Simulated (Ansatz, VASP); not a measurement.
# Two plane-wave programs on B

```
CELL_PARAMETERS angstrom
1.92005 0.00000 0.00000
0.00000 1.92005 0.00000
0.00000 0.00000 1.92005
ATOMIC_POSITIONS crystal
B 0.00000 0.00000 0.00000
```

The cell was built by a generator and needn't be a form met in nature.

Alike in both runs: task relaxation of cell and atoms; functional BLYP; k mesh 16 × 16 × 16; occupations fermi-dirac, width 0.1 eV; no spin polarisation.

```csv
,VASP,Ansatz
version,VASP 6.6.1,Ansatz 0.2.0
potentials or method,"VASP PAW PBE potentials, release 64 (B)","plane waves (420 eV) with PAW, scalar-relativistic"
plane-wave cutoff (eV),600,420
valence electrons in the cell,3,3
```

```tsv
	VASP	Ansatz	Ansatz less VASP
relaxed volume (Å³/atom)	6.92	6.92	-0.002
relaxed cell length with the largest relative difference (Å)	1.906	1.906	-0.0002
energy change over the relaxation (meV/atom)	-2	-2	-0.1
```

Caveats: the PAW data sets were made with another functional, which shifts forces and pressure a little (VASP).
